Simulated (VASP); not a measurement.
A run of VASP 6.6.1 is set up as follows.

File POSCAR:

```
BaTe
1.0
    0.0452145516      3.5776013957      3.5776013957
    3.5776013957      0.0452145516      3.5776013957
    3.5776013957      3.5776013957      0.0452145516
Ba Te
1 1
Direct
    0.0000000000      0.0000000000      0.0000000000
    0.5000000000      0.5000000000      0.5000000000
```

File INCAR.step1:

```
SYSTEM = BaTe
  PREC = Accurate
  ENCUT = 520
  ISMEAR = 0
  SIGMA = 0.01
  LREAL = .FALSE.
  LASPH = .TRUE.
  NELM = 100
  NBANDS = 15
  GGA = PE
  ALGO = Normal
  EDIFF = 1E-4
  LWAVE = .TRUE.
  LCHARG = .FALSE.
```

File INCAR.step2:

```
SYSTEM = BaTe
  PREC = Accurate
  ENCUT = 520
  EDIFF = 1E-6
  ISMEAR = 0
  SIGMA = 0.01
  LREAL = .FALSE.
  LASPH = .TRUE.
  NELM = 100
  ALGO = Normal
  ISIF = 2
  LWAVE = .FALSE.
  LCHARG = .FALSE.
  METAGGA = R2SCAN
  LMIXTAU = .TRUE.
  NBANDS = 15
  ISTART = 1
```

Contents of KPOINTS:

```
regular mesh
0
G
  6 6 6
  0 0 0
```

Potentials or basis: VASP PAW PBE potentials, release 64 (Ba_sv, Te).

Run with:

```sh
$ cat potpaw_PBE.64/Ba_sv/POTCAR potpaw_PBE.64/Te/POTCAR > POTCAR
$ cp INCAR.step1 INCAR
$ mpirun -np 1 vasp_std > vasp.out
$ cp INCAR.step2 INCAR
$ mpirun -np 1 vasp_std > vasp.out
```

Estimate the band gap on the k mesh.

1.95 eV, indirect (least direct gap 2.33 eV).

What does it give for the pressure?

-0.3 GPa.

Stress tensor (GPa, compression positive):
```
-0.29 -0.16 -0.16
-0.16 -0.29 -0.16
-0.16 -0.16 -0.29
```

Caveat: the PAW data sets were made with another functional, which shifts forces and pressure a little; spin-orbit coupling is left out, which moves the levels of the heavy elements. A k mesh can miss the band edges.
